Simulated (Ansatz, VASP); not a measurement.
# SnTe in VASP and in Ansatz

```
Sn Te
1.0
     0.00000    3.11817    3.11817
     3.11817    0.00000    3.11817
     3.11817    3.11817    0.00000
Sn Te
1 1
Direct
  0.00000 0.00000 0.00000
  0.75000 0.75000 0.75000
```

Alike in both runs: functional LDA; k mesh 6 × 6 × 6; occupations fermi-dirac, width 0.05 eV; no spin polarisation.

Ansatz relaxed the structure, and its values are those at the end. VASP's run is a single point on that final structure, the one shown.

|  | VASP | Ansatz |
| --- | --- | --- |
| version | VASP 6.6.1 | Ansatz 0.2.0 |
| potentials or method | VASP PAW LDA potentials, release 64 (Sn_d, Te) | plane waves, PAW |
| plane-wave cutoff (eV) | 520 | 420 |
| valence electrons in the cell | 20 | 30 |

|  | VASP | Ansatz | Ansatz less VASP |
| --- | --- | --- | --- |
| pressure (GPa) | 20.0 | 20.0 | -0.07 |

The two sets of potentials don't hold the same shells in valence.

Caveats: so large a pressure means that the cell lies far from this level's equilibrium, or that cutoff or potentials fall short (VASP). Spin-orbit coupling is left out, which matters for the levels of Te.
